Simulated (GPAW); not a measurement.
Crystal: TiO.

```xyz
2
Lattice="3.0094 0.0000 0.0000 -1.5047 2.6062 0.0000 0.0000 0.0000 2.9371" Properties=species:S:1:pos:R:3 pbc="T T T"
Ti    0.0000    0.0000    0.0000
O     1.5047    0.8687    1.4685
```

The cell comes from a database or a generator and needn't be the stable form of this composition.

Base run:

- Program: GPAW 26.7.0
- Functional: PBEsol
- Potentials or basis: PAW data sets generated in the run's folder for this functional
- Cutoff: 800 eV
- Basis: pw
- k mesh: 7 × 7 × 6
- Occupations: gaussian, width 0.05 eV
- Spin: no spin polarisation

Its results: band gap on the k mesh none (metal or under the smearing width); pressure -32.7 GPa.

Task: After a change of settings the same cell gave: band gap on the k mesh none (metal or under the smearing width); pressure -27.5 GPa; net moment 0.00 μB per cell. Which change was it?
A. spin from no spin polarisation to collinear spin, zero start
B. spin from no spin polarisation to collinear spin, random start; hubbard terms from none to Ti d U = 4 eV
C. spin from no spin polarisation to collinear spin, ferromagnetic start

Result: B.

Caveats: a pressure of tens of GPa on the cell as given is suspect, and the run, the potentials or the cell itself is likely at fault (some runs); semilocal functionals often make such compounds metallic where correlation or magnetic order opens a gap, which also shifts bond lengths (some runs).

Runs at the PBE level aren't shown here.
